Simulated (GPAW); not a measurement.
ZrC:

```
Zr C
1.0
     0.00000    2.36500    2.36500
     2.36500    0.00000    2.36500
     2.36500    2.36500    0.00000
Zr C
1 1
Cartesian
  2.3650 2.3650 2.3650
  0.0000 0.0000 0.0000
```

```yaml
Program: GPAW 26.7.0
Task: single point
Functional: PBEsol
Potentials_or_basis: PAW data sets generated in the run's folder for this functional
Cutoff: 800 eV
Basis: pw
k_mesh: 10 × 10 × 10
Occupations: fermi-dirac, width 0.05 eV
Spin: no spin polarisation
```

On this cell: pressure -9.3 GPa; largest force zero by symmetry; band gap on the k mesh none (metal or under the smearing width).

The same run follows on a disturbed copy (atoms moved at random, drawn with an rms of 0.05 Å):

```
Zr C
1.0
     0.00000    2.36500    2.36500
     2.36500    0.00000    2.36500
     2.36500    2.36500    0.00000
Zr C
1 1
Direct
  0.49014 0.49591 0.50642
  0.98906 0.99528 0.02158
```

Question: What changes?

Answer: The energy (extrapolated to zero smearing) moves by +3.9 meV/atom; pressure -9.1 GPa; largest force 0.307 eV/Å; band gap on the k mesh none (metal or under the smearing width).

Forces on the atoms (eV/Å):
```
Zr   0.220  0.213 -0.026
C   -0.220 -0.213  0.026
```

Stress tensor (GPa, compression positive):
```
-9.05 -0.14  0.02
-0.14 -9.07  0.02
 0.02  0.02 -9.31
```
